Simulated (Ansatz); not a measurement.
KF (Carobbiite):

```
K F
1.0
     0.00000    2.67185    2.67185
     2.67185    0.00000    2.67185
     2.67185    2.67185    0.00000
K F
1 1
Direct
  0.00000 0.00000 0.00000
  0.50000 0.50000 0.50000
```

Base run:

* Program: Ansatz 0.2.0
* Functional: PBEsol
* Potentials or basis: all-electron LAPW, non-relativistic
* Cutoff: 203 eV (chosen from the basis error)
* Basis error allowed: 0.001 eV/atom
* k mesh: 9 × 9 × 9
* Occupations: fermi-dirac, width 0.05 eV
* Spin: no spin polarisation

Its results: band gap on the k mesh 6.11 eV, direct; pressure -0.6 GPa.

Q: The run is repeated on the same cell with these changes: potentials or basis from all-electron LAPW, non-relativistic to all-electron LAPW, scalar-relativistic. What comes out?

A: Band gap on the k mesh 6.04 eV, direct; pressure -0.7 GPa.
